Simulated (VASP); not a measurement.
F2, 2 atoms in the cell. The cell holds a molecule in a box, 2 atoms: a = 11.000 Å, b = 10.000 Å, c = 10.000 Å, α = 90.00°, β = 90.00°, γ = 90.00°. 

* Program: VASP 6.6.1
* Task: single point
* Functional: PBE0
* Dispersion: D4
* Potentials or basis: VASP PAW PBE potentials, release 64 (F)
* Cutoff: 520 eV
* k mesh: 1 × 1 × 1
* Occupations: gaussian, width 0.01 eV
* Spin: no spin polarisation
* Grid for exact exchange (PRECFOCK): Fast
* Exchange at q = 0: default
* Further INCAR settings: ALGO = Normal; EDIFF = 1e-07; NBANDS = 14

Potentials or basis: VASP PAW PBE potentials, release 64 (F).

Run with:

```sh
$ cat potpaw_PBE.64/F/POTCAR > POTCAR
$ cp INCAR.step1 INCAR
$ mpirun -np 1 vasp_gam > vasp.out
$ cp INCAR.step2 INCAR
$ mpirun -np 1 vasp_gam > vasp.out
```

Hardware: 1 thread of AMD EPYC 9R45 (Zen 5), with other jobs on the host.

Question: How long does it take, and how much memory?

Answer: Run time: 2.3 min on 1 thread of AMD EPYC 9R45 (Zen 5), on a shared host, peak memory 0.85 GiB. Counts: scf iterations 43, k points 1.
